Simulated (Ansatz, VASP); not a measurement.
**Sr: VASP beside Ansatz**

INCAR

```
SYSTEM = Sr
  PREC = Accurate
  ENCUT = 520
  EDIFF = 1E-6
  ISMEAR = 0
  SIGMA = 0.03
  LREAL = .False.
  LASPH = .True.
  NELM = 60
  ALGO = Normal
  ISIF = 2
  LWAVE = .False.
  LCHARG = .False.
  GGA = PS
  NBANDS = 11
```

KPOINTS

```
regular mesh
0
Gamma
  10 10 10
  0 0 0
```

The input POSCAR:

```
Sr
1.0
    0.0000000000      3.0423500000      3.2857380000
    3.0423500000      0.0000000000      3.2857380000
    3.0423500000      3.0423500000      0.0000000000
Sr
1
Direct
    0.0000000000      0.0000000000      0.0000000000
```

Input for Ansatz:

```yaml
crystal:
  lattice:
    - [0.0, 3.04235, 3.285738]
    - [3.04235, 0.0, 3.285738]
    - [3.04235, 3.04235, 0.0]
  atoms:
    - { symbol: Sr, position: [0.0, 0.0, 0.0] }
basis:
  ecutwfc: 420
kpoints:
  mp_grid: { grid: [10, 10, 10] }
hamiltonian:
  xc: pbesol
scf:
  occupations: { method: gaussian, width: 0.03 }
output:
  forces: true
  stress: true
  eigenvalues: true
```

Change from the starting cell: strain +0.000 along x and y, +0.080 along z, atoms carried along.

Alike in both runs: task single point; functional PBEsol; k mesh 10 × 10 × 10; occupations gaussian, width 0.03 eV; no spin polarisation.

|  | VASP | Ansatz |
| --- | --- | --- |
| version | VASP 6.6.1 | Ansatz 0.2.0 |
| potentials or method | VASP PAW PBE potentials, release 64 (Sr_sv) | scalar-relativistic, plane waves, PAW |
| plane-wave cutoff (eV) | 520 | 420 |
| valence electrons in the cell | 10 | 10 |

|  | VASP | Ansatz | Ansatz less VASP |
| --- | --- | --- | --- |
| gap on the k mesh at the Fermi level (eV) | none | none | - |
| pressure (GPa) | -1.5 | -1.5 | -0.01 |
| largest component of the traceless stress (GPa) | 0.34 | 0.35 | +0.004 |

A gap of «none» marks a metal or a gap that the smearing closes.

Caveats: the PAW data sets were made with another functional, which shifts forces and pressure a little (VASP).
